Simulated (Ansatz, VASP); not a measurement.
# V: VASP beside Ansatz

```xyz
1
Lattice="-1.5084 1.5084 1.5084 1.5084 -1.5084 1.5084 1.5084 1.5084 -1.5084" Properties=species:S:1:pos:R:3 pbc="T T T"
V     0.0000    0.0000    0.0000
```

Alike in both runs: task single point; functional PBEsol; k mesh 20 × 20 × 20; occupations gaussian, width 0.1 eV; no spin polarisation.

```csv
,VASP,Ansatz
version,VASP 6.6.1,Ansatz 0.2.0
potentials or method,"VASP PAW PBE potentials, release 64 (V_sv)","scalar-relativistic, plane waves, PAW"
plane-wave cutoff (eV),520,420
valence electrons in the cell,13,13
```

|  | VASP | Ansatz | Ansatz less VASP |
| --- | --- | --- | --- |
| gap on the k mesh at the Fermi level (eV) | none | none | - |
| pressure (GPa) | -10.1 | -10.3 | -0.18 |

A gap of «none» marks a metal or a gap that the smearing closes.

Caveats: the PAW data sets were made with another functional, which shifts forces and pressure a little (VASP).
